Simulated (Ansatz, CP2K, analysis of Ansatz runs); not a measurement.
# LiCl (Fm-3m):V_Cl, a ladder of methods on one cell (CP2K and Ansatz), part 2 of 4

We place the charge-transition levels of V_Cl in LiCl (Fm-3m) with atom-centred orbitals, then repeat the energies at other levels of method to see what holds. Model: a cell of 64 host atoms with 1 Cl taken out.

CP2K and Ansatz ; CP2K Gaussian and plane waves DFT, PBEsol, SR-DZVP basis, GTH potentials; charged supercells in a uniform background, point-charge correction with alignment at far sites.

So far. Step 3 (Band edges): The gap at this level is 6.21 eV.

### 4. Relaxing each charge state

Level of this step: CP2K Gaussian and plane waves DFT, PBEsol, SR-DZVP basis, GTH potentials; relaxation of all atoms of a defect supercell (CP2K).

Each state starts from the atoms near the defect displaced at random, so that no symmetry of the ideal site is imposed. An odd electron count needs spin polarisation, and the total moment is held fixed to keep the state apart from its neighbours in spin. Basis functions without a nucleus stand at the vacant site, for electrons that may collect there. Charge 0 is shown in full.

Contents of defect.inp:

```
&GLOBAL
  PROJECT defect
  RUN_TYPE GEO_OPT
  PRINT_LEVEL LOW
&END GLOBAL
&FORCE_EVAL
  METHOD QS
  &DFT
    BASIS_SET_FILE_NAME BASIS_MOLOPT
    POTENTIAL_FILE_NAME GTH_POTENTIALS
    UKS T
    MULTIPLICITY 2
    &MGRID
      CUTOFF 500
      REL_CUTOFF 45
      NGRIDS 5
    &END MGRID
    &QS
      METHOD GPW
      EPS_DEFAULT 1.0E-10
      EXTRAPOLATION USE_PREV_P
    &END QS
    &SCF
      SCF_GUESS ATOMIC
      EPS_SCF 1.0E-5
      MAX_SCF 150
      ADDED_MOS 16 16
      CHOLESKY OFF
      EPS_EIGVAL 1.0E-7
      &DIAGONALIZATION ON
        ALGORITHM STANDARD
      &END DIAGONALIZATION
      &MIXING ON
        METHOD BROYDEN_MIXING
        ALPHA 0.2
        BETA 1.5
        NBUFFER 8
      &END MIXING
      &SMEAR ON
        METHOD FERMI_DIRAC
        ELECTRONIC_TEMPERATURE [K] 116.045
        FIXED_MAGNETIC_MOMENT 1
      &END SMEAR
    &END SCF
    &XC
      &XC_FUNCTIONAL
        &GGA_X_PBE_SOL
        &END GGA_X_PBE_SOL
        &GGA_C_PBE_SOL
        &END GGA_C_PBE_SOL
      &END XC_FUNCTIONAL
    &END XC
    &PRINT
      &KPOINTS ON
      &END KPOINTS
      &MULLIKEN ON
        &EACH
          QS_SCF 0
          GEO_OPT 0
          CELL_OPT 0
          MD 0
        &END EACH
        ADD_LAST NUMERIC
      &END MULLIKEN
      &MO ON
        ENERGIES T
        OCCUPATION_NUMBERS T
        &EACH
          QS_SCF 0
          GEO_OPT 0
          CELL_OPT 0
          MD 0
        &END EACH
        ADD_LAST NUMERIC
      &END MO
      &E_DENSITY_CUBE ON
        STRIDE 2 2 2
        &EACH
          QS_SCF 0
          GEO_OPT 0
          CELL_OPT 0
          MD 0
        &END EACH
        ADD_LAST NUMERIC
      &END E_DENSITY_CUBE
      &V_HARTREE_CUBE ON
        STRIDE 2 2 2
        &EACH
          QS_SCF 0
          GEO_OPT 0
          CELL_OPT 0
          MD 0
        &END EACH
        ADD_LAST NUMERIC
      &END V_HARTREE_CUBE
    &END PRINT
  &END DFT
  &SUBSYS
    &CELL
      A 10.1684892000 0.0000000000 0.0000000000
      B 0.0000000000 10.1684892000 0.0000000000
      C 0.0000000000 0.0000000000 10.1684892000
      PERIODIC XYZ
    &END CELL
    &COORD
      Li  0.0090042312 0.0060461531 -0.0054799094
      Li  -0.0035158279 2.5945508622 2.6136584897
      Li  2.5466912312 0.0030351531 2.5394490906
      Li  2.5434992312 2.5472731531 0.0032730906
      Cl  0.0009452312 0.0072401531 2.5384210906
      Cl  0.0013632312 2.5422391531 0.0050780906
      Cl  2.5491642312 0.0034001531 -0.0046709094
      Cl  2.5852466719 2.5864392438 2.4975615841
      Li  0.0076642312 0.0029081531 5.0787130906
      Li  0.0365039297 2.5232582888 7.6958912097
      Li  2.5472072312 0.0029231531 7.6262980906
      Li  2.5947162415 2.5368376724 5.1501224832
      Cl  0.0032112312 -0.0005838469 7.6197780906
      Cl  0.0574884393 2.5970194126 5.1067271796
      Cl  2.5483852312 0.0002161531 5.0823130906
      Cl  2.5795468915 2.4840145970 7.6008519381
      Li  -0.0047717688 5.0930321531 0.0058700906
      Li  0.0276156134 7.7068981407 2.5710311587
      Li  2.5764478249 5.0471017948 2.5999721796
      Li  2.5394662313 7.6333721531 -0.0008209094
      Cl  0.0521823333 5.0476250910 2.5760848097
      Cl  0.0024532312 7.6266781531 0.0028900906
      Cl  2.5406952313 5.0849061531 -0.0022369094
      Cl  2.5086160649 7.5532803400 2.5381893341
      Li  0.0506718513 5.0319707176 5.1111906051
      Li  -0.0481496473 7.6708772175 7.5789001750
      Li  2.5304371877 5.1253410757 7.5565934677
      Li  2.4753895242 7.5985698551 5.1353325501
      Cl  0.0224784684 5.0083744176 7.6206974913
      Cl  -0.0718616702 7.6452440054 5.1219364188
      Cl  2.5434868223 7.7092161507 7.6376704965
      Li  5.0907442312 -0.0046878469 -0.0152179094
      Li  5.0351784902 2.5468357863 2.4818296953
      Li  7.6307762312 -0.0069048469 2.5375280906
      Li  7.6335982313 2.5341291531 0.0084530906
      Cl  5.0843282312 -0.0031748469 2.5395510906
      Cl  5.0878222312 2.5363721531 0.0051070906
      Cl  7.6351742312 -0.0002008469 -0.0016639094
      Cl  7.6249062312 2.5445151531 2.5405430906
      Li  5.0906182313 -0.0091158469 5.0760460906
      Li  5.1392114433 2.5337906737 7.5700094975
      Li  7.6282582313 0.0077381531 7.6235500906
      Li  7.6250512313 2.5359431531 5.0851390906
      Cl  5.0880642312 -0.0029908469 7.6247650906
      Cl  5.1509141944 2.4916948047 5.0784445495
      Cl  7.6296742312 -0.0038728469 5.0814720906
      Cl  7.6258202312 2.5398531531 7.6274450906
      Li  5.0800922312 5.0764141531 -0.0020719094
      Li  5.0211520303 7.6695642791 2.4936224261
      Li  7.6240312312 5.0809961531 2.5472090906
      Li  7.6275612312 7.6229221531 0.0071390906
      Cl  5.0609513343 5.1372816624 2.5963496939
      Cl  5.0843512313 7.6235191531 -0.0041329094
      Cl  7.6244432312 5.0829731531 0.0018210906
      Cl  7.6230062312 7.6314091531 2.5459800906
      Li  5.1375218228 5.1384713794 5.0755936539
      Li  5.0343168929 7.6689048741 7.6748984480
      Li  7.6250312312 5.0943991531 7.6308390906
      Li  7.6141582312 7.6244071531 5.0928400906
      Cl  5.1112726487 5.1049924928 7.6946853717
      Cl  5.0180700129 7.6641718320 5.0502699157
      Cl  7.6222742313 5.0806031531 5.0823180906
      Cl  7.6233912312 7.6262101531 7.6322220906
      Clg 2.5395382312 5.0819031531 5.0802880906
    &END COORD
    &KIND Clg
      ELEMENT Cl
      BASIS_SET DZVP-MOLOPT-SR-GTH-q7
      GHOST T
    &END KIND
    &KIND Li
      BASIS_SET DZVP-MOLOPT-SR-GTH-q3
      POTENTIAL GTH-PBE-q3
    &END KIND
    &KIND Cl
      BASIS_SET DZVP-MOLOPT-SR-GTH-q7
      POTENTIAL GTH-PBE-q7
    &END KIND
    &PRINT
      &ATOMIC_COORDINATES ON
      &END ATOMIC_COORDINATES
      &CELL ON
      &END CELL
    &END PRINT
  &END SUBSYS
  &PRINT
    &FORCES ON
    &END FORCES
  &END PRINT
&END FORCE_EVAL
&MOTION
  &GEO_OPT
    OPTIMIZER BFGS
    MAX_ITER 80
    MAX_FORCE [eV*angstrom^-1] 0.06
    RMS_FORCE [eV*angstrom^-1] 0.06
    MAX_DR 5.0E-2
    RMS_DR 3.0E-2
  &END GEO_OPT
  &CONSTRAINT
    &FIXED_ATOMS
      LIST 64
    &END FIXED_ATOMS
  &END CONSTRAINT
  &PRINT
    &TRAJECTORY ON
    &END TRAJECTORY
    &CELL ON
    &END CELL
    &FORCES ON
    &END FORCES
    &RESTART OFF
    &END RESTART
    &RESTART_HISTORY OFF
    &END RESTART_HISTORY
  &END PRINT
&END MOTION
```

Started as:

```console
OMP_NUM_THREADS=1 mpirun -n 4 cp2k.psmp -i defect.inp -o defect.out
```

Numbers of over 12 decimals in the logs are rounded to 6 here.

The log of the run:

```text
 CP2K| version string:                                       CP2K version 2026.2
 CP2K| Input file name                                                defect.inp

[...]
GLOBAL| Basis set file name                                        BASIS_MOLOPT
 GLOBAL| Potential file name                                      GTH_POTENTIALS
[...]
GLOBAL| Project name                                                     defect
 GLOBAL| Run type                                                        GEO_OPT
[...]
GLOBAL| Total number of message passing processes                             4
 GLOBAL| Number of threads for this process                                    1
[...]
CELL| Volume [angstrom^3]:                                          1051.403201
 CELL| Vector a [angstrom]:      10.168     0.000     0.000   |a| =    10.168489
 CELL| Vector b [angstrom]:       0.000    10.168     0.000   |b| =    10.168489
 CELL| Vector c [angstrom]:       0.000     0.000    10.168   |c| =    10.168489
 CELL| Angle (b,c), alpha [degree]:                                    90.000000
 CELL| Angle (a,c), beta  [degree]:                                    90.000000
 CELL| Angle (a,b), gamma [degree]:                                    90.000000
 CELL| Numerically orthorhombic:                                             YES
 CELL| Periodicity                                                           XYZ

[...]
TOTAL NUMBERS AND MAXIMUM NUMBERS

  Total number of            - Atomic kinds:                                   3
                             - Atoms:                                         64
                             - Shell sets:                                    64
                             - Shells:                                       288
                             - Primitive Cartesian functions:                288
                             - Cartesian basis functions:                    640
                             - Spherical basis functions:                    608

  Maximum angular momentum of- Orbital basis functions:                        2
                             - Local part of the GTH pseudopotential:          6
                             - Non-local part of the GTH pseudopotential:      2

 MODULE QUICKSTEP: ATOMIC COORDINATES IN ANGSTROM

   Atom Kind Element         X             Y             Z       Z(eff)     Mass
[... as in the input ...]

 SCF PARAMETERS         Density guess:                                    ATOMIC
                        --------------------------------------------------------
                        max_scf:                                             150
                        max_scf_history:                                       0
                        max_diis:                                              4
                        --------------------------------------------------------
                        eps_scf:                                        1.00E-05
                        eps_scf_history:                                0.00E+00
                        eps_diis:                                       1.00E-01
                        eps_eigval:                                     1.00E-07
                        --------------------------------------------------------
                        level_shift [a.u.]:                             0.000000
                        added MOs                                        16   16
                        --------------------------------------------------------
                        Mixing method:                            BROYDEN_MIXING
                                                charge density mixing in g-space
                        --------------------------------------------------------
                        Smear method:                                FERMI_DIRAC
                        Electronic temperature [K]:                        116.0
                        Electronic temperature [a.u.]:                  3.67E-04
                        Accuracy threshold:                             1.00E-10
                        Fixed magnetic moment set to:                        1.0
                        --------------------------------------------------------
                        No outer SCF

 BFGS| Use rational function optimization for step estimation:                NO
 BFGS| Use model Hessian for initial guess:                                  YES
 BFGS| Restart Hessian:                                                       NO
 BFGS| Trust radius:                                                       0.472

[...]
***                     STARTING GEOMETRY OPTIMIZATION                      ***
 ***                                   BFGS                                  ***
[...]
Extrapolation method: initial_guess

 Spin 1

 Number of electrons:                                                        157
 Number of occupied orbitals:                                                157
 Number of molecular orbitals:                                               173

 Spin 2

 Number of electrons:                                                        156
 Number of occupied orbitals:                                                156
[...]
***                    GEOMETRY OPTIMIZATION COMPLETED                      ***
[...]
write_final_structure: Optimization converged, writing XYZ file gladly:
  defect-FINAL-1_3.xyz

 write_final_structure: Optimization converged, writing CIF file gladly:
  defect-FINAL-1_3.cif

 write_final_structure: Done!

                    Reevaluating energy at the minimum

 Extrapolation method: previous_p

 Spin 1

 Number of electrons:                                                        157
 Number of occupied orbitals:                                                157
 Number of molecular orbitals:                                               173

 Spin 2

 Number of electrons:                                                        156
 Number of occupied orbitals:                                                156
 Number of molecular orbitals:                                               172

 Number of orbital functions:                                                608
 Number of independent orbital functions:                                    608

 SCF WAVEFUNCTION OPTIMIZATION

  Step     Update method      Time    Convergence         Total energy    Change
  ------------------------------------------------------------------------------
     1 Broy./Diag. 0.20E+00    2.7     0.00001395      -704.0861996428 -7.04E+02
     2 Broy./Diag. 0.20E+00    3.7     0.00000048      -704.0861843249  1.53E-05

  *** SCF run converged in     2 steps ***

  Electronic density on regular grids:       -312.9999999998        0.0000000002
  Core density on regular grids:              312.9999999642       -0.0000000358
  Total charge density on r-space grids:       -0.0000000356
  Total charge density g-space grids:          -0.0000000356

  Overlap energy of the core charge distribution:               4e-14
  Self energy of the core charge distribution:              -1248.235052
  Core Hamiltonian energy:                                    251.352891
  Hartree energy:                                             440.443433
  Exchange-correlation energy:                               -147.647457
  Electronic entropic energy:                                  -0.000000
  Fermi energy:                                                 0.221058

  Total energy:                                              -704.086184
  Total energy (extrapolated to T->0):                       -704.086184

 MO| ALPHA EIGENVALUES AND OCCUPATION NUMBERS
 MO|
 MO|  Index      Eigenvalue [a.u.]        Eigenvalue [eV]             Occupation
 [... lower levels ...]
 MO|    148               0.008611               0.234318               1.000000
 MO|    149               0.008678               0.236138               1.000000
 MO|    150               0.008693               0.236550               1.000000
 MO|    151               0.008719               0.237252               1.000000
 MO|    152               0.008724               0.237394               1.000000
 MO|    153               0.008756               0.238263               1.000000
 MO|    154               0.017838               0.485388               1.000000
 MO|    155               0.017922               0.487681               1.000000
 MO|    156               0.017960               0.488726               1.000000
 MO|    157               0.169732               4.618653               1.000000
[...]
MO| Sum:                                                             157.000000
 MO| E(Fermi):            0.241784 a.u.          6.579270 eV
 MO| Band gap:            0.083769 a.u.          2.279464 eV

 MO| BETA EIGENVALUES AND OCCUPATION NUMBERS
 MO|
 MO|  Index      Eigenvalue [a.u.]        Eigenvalue [eV]             Occupation
 [... lower levels ...]
[...]
MO|    168               0.307900               8.378392               0.000000
 MO|    169               0.328492               8.938732               0.000000
 MO|    170               0.328669               8.943542               0.000000
 MO|    171               0.328728               8.945143               0.000000
 MO|    172               0.329401               8.963448               0.000000
 MO| Sum:                                                             156.000000
 MO| E(Fermi):            0.200332 a.u.          5.451319 eV
 MO| Band gap:            0.193972 a.u.          5.278247 eV

  Integrated spin density:                                          1.0000000000
  Integrated absolute spin density:                                 1.0144825428

 The sum of alpha and beta density is written in Cube    file format to the file:

 defect-ELECTRON_DENSITY-1_3.cube

 The spin density is written in Cube    file format to the file:

 defect-SPIN_DENSITY-1_3.cube

 !-----------------------------------------------------------------------------!
                     Mulliken Population Analysis

 #  Atom  Element  Kind  Atomic population (alpha,beta) Net charge  Spin moment
       1     Li       1         1.292286     1.275834     0.431879     0.016452
       2     Li       1         1.253075     1.281844     0.465082    -0.028769
       3     Li       1         1.272603     1.275491     0.451905    -0.002888
       4     Li       1         1.267567     1.272173     0.460260    -0.004606
       5     Cl       2         3.724140     3.724494    -0.448634    -0.000353
       6     Cl       2         3.724657     3.724994    -0.449651    -0.000337
       7     Cl       2         3.722347     3.724007    -0.446353    -0.001660
       8     Cl       2         3.722475     3.722997    -0.445471    -0.000522
       9     Li       1         1.272228     1.274666     0.453106    -0.002439
      10     Li       1         1.251653     1.281066     0.467281    -0.029413
[...]
60     Cl       2         3.722614     3.723197    -0.445812    -0.000583
      61     Cl       2         3.722727     3.723316    -0.446043    -0.000589
      62     Cl       2         3.724567     3.724844    -0.449411    -0.000277
      63     Cl       2         3.724472     3.724829    -0.449301    -0.000357
      64     Cl       3         0.074419    -0.016538    -0.057881     0.090957
 # Total charge and spin      157.000000   156.000000    -0.000000     1.000000

 !-----------------------------------------------------------------------------!

 ENERGY| Total FORCE_EVAL ( QS ) energy [hartree]           -704.086184
```

It took 4.3 min on 4 MPI ranks of Arm Neoverse V2, shared host; peak memory 4.2 GiB.

The steps and moves of this run count from the displaced start.

Step by step:

```tsv
step	energy less that of the first step (eV)
0	0.0000
1	-0.0822
2	-0.1510
3	-0.1591
```

The atoms that moved most (Å):

```tsv
atom	dx	dy	dz	length
Cl60	-0.035	-0.010	-0.084	0.091
Cl45	-0.063	0.060	-0.002	0.087
Cl31	-0.019	-0.082	-0.014	0.085
Cl30	0.072	-0.027	-0.030	0.082
Cl8	-0.033	-0.038	0.063	0.081
Cl29	-0.005	0.079	0.004	0.079
Cl24	0.015	0.066	0.023	0.071
Cl61	0.042	-0.039	0.041	0.071
```

The atoms nearest to the centre after the run:

```tsv
atom	distance (Å)
Li25	2.498
Li19	2.499
Li27	2.505
Li28	2.522
Li12	2.538
Li56	2.565
Cl21	3.561
Cl14	3.571
Cl8	3.573
Cl24	3.575
Cl52	3.581
Cl61	3.581
Cl29	3.582
Cl60	3.583
Cl30	3.589
Cl45	3.591
```

Energies on the run's own zero. States near gap, by row:

```tsv
spin	k	band	energy (eV)	filled by count
up	0	153	0.2383	1
up	0	154	0.4854	1
up	0	155	0.4877	1
up	0	156	0.4887	1
up	0	157	4.619	1
up	0	158	6.898	0
up	0	159	7.645	0
up	0	160	7.646	0
up	0	161	7.648	0
down	0	152	0.2418	1
down	0	153	0.2429	1
down	0	154	0.4886	1
down	0	155	0.4909	1
down	0	156	0.4919	1
down	0	157	5.77	0
down	0	158	6.978	0
down	0	159	7.662	0
down	0	160	7.663	0
```

The states that were run, at the zone centre alone, on 4 MPI ranks of Arm Neoverse V2, shared host:

```tsv
charge	moment (μB)	outcome	structures computed	largest displacement of a host atom from its site (Å)	lowest empty less highest filled level (eV)	time
+1	0	converged	6	0.23	5.32	2.8 min
0	1	converged	4	0.05	1.15	4.3 min
```

Against the host's sites the lattice moves most at charge +1 (0.23 Å); the smallest move among the states is 0.05 Å.

[end of part 2 of 4]

[Logs are printed without paths, hosts, clocks, repeated set-up lines and the standing remarks that a program may print on its own settings, such as how far it seeks lower states.]

[Hosts, paths, dates, database ids (printed as entryN), source tags and the programs' standing remarks are cut or masked in the printed files.]

[For some hosts the program warned that the k-mesh of the response run may be too coarse for force constants and the static dielectric constant; such warnings are not shown here.]

[Charge tables in the logs are Mulliken or Hirshfeld populations, whose sizes and signs can differ; where basis functions stand at a vacancy, SIESTA counts their charge against the missing atom's valence.]

[In relaxation paths of CP2K, step 0 can be the structure after the first move, since the trajectory file begins there, and the last row can be the final structure solved once more.]
